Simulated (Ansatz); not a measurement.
SiO₂: relaxed-ion elastic tensor

These are results of DFT PBE, scalar-relativistic, plane waves, PAW in Ansatz 0.2.0, not measurements. Plane waves to 420 eV; Γ-centred k mesh 6×6×6; fixed occupations. No spin polarisation.

Relaxed structure:
```xyz
6
Lattice="-2.5149 2.5149 3.6880 2.5149 -2.5149 3.6880 2.5149 2.5149 -3.6880" Properties=species:S:1:pos:R:3 pbc="T T T"
Si    0.0000    0.0000    0.0000
Si    0.0000    2.5149    1.8440
O     1.2574    2.9759    2.7660
O     0.4610    1.2574    0.9220
O    -1.2574    2.0539    2.7660
O    -0.4610    3.7723    0.9220
```

Question: Give the relaxed-ion elastic constants (GPa, Voigt order xx yy zz yz xz xy, on the axes of the cell above).

Answer:
```
 87.9 -38.0  16.4   0.0   0.0   0.0
-38.0  87.9  16.4   0.0   0.0   0.0
 16.4  16.4  86.0   0.0   0.0   0.0
  0.0   0.0   0.0  25.6   0.0   0.0
  0.0   0.0   0.0   0.0  25.6   0.0
  0.0   0.0   0.0   0.0   0.0  29.9
```

Question: Is the crystal stable against homogeneous strain?

Answer: Yes: the least eigenvalue of the tensor is 25.6 GPa.

Question: And the moduli of a polycrystal (Hill averages)?

Answer: B = 26 GPa, G = 32 GPa, E = 67 GPa, ν = 0.07.

This form isn't the usual stable structure of the compound.

Cost: 1 run of about 7.3 core-minutes, on AMD EPYC 7B13 (Zen 3) (shared hosts).